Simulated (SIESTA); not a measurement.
Crystal: Pb.

```
Pb
1.0
     0.00000    2.47502    2.47502
     2.47502    0.00000    2.47502
     2.47502    2.47502    0.00000
Pb
1
Direct
  0.00000 0.00000 0.00000
```

| Item | Value |
| --- | --- |
| Program | SIESTA 5.4.2 |
| Task | relaxation of cell and atoms |
| Functional | PBE |
| Potentials or basis | PseudoDojo 0.4 standard (PBE files) |
| Basis | TZDP (energy shift 0.003 Ry; two zetas on semicore shells) |
| Grid cutoff | 500 Ry |
| Energy shift | 0.003 Ry |
| k mesh | 6 × 6 × 6 |
| Occupations | fermi-dirac, width 0.05 eV |
| Spin | no spin polarisation |

At the start: pressure 3.8 GPa; volume 30.32 Å³/atom.

Task: Where does the relaxation end?

Result: Over 4 steps the energy falls by 20.3 meV/atom and the volume is 32.89 Å³/atom (+8.5 %); space group Fm-3m (No. 225, to 0.05 Å).

The path:
```csv
step,energy change (eV),largest force (eV/Å),pressure (GPa),volume (Å³)
1,0.0000,0.0000,3.78,30.32
2,-0.0160,0.0000,1.88,31.39
3,-0.0195,0.0000,-0.29,33.14
4,-0.0203,0.0000,-0.08,32.89
```

Final structure:
```cif
data_structure
_symmetry_space_group_name_H-M 'P 1'
_symmetry_Int_Tables_number 1
_cell_length_a 3.5963
_cell_length_b 3.5963
_cell_length_c 3.5963
_cell_angle_alpha 59.996
_cell_angle_beta 59.996
_cell_angle_gamma 59.996
_cell_volume 32.89
loop_
_atom_site_label
_atom_site_type_symbol
_atom_site_fract_x
_atom_site_fract_y
_atom_site_fract_z
_atom_site_occupancy
Pb1 Pb 0.00000 0.00000 0.00000 1
```

Caveat: the k mesh is coarse (spacing up to 0.37 Å⁻¹), so the values aren't converged; the basis of atomic orbitals isn't converged, which shifts pressures, moduli and gaps.
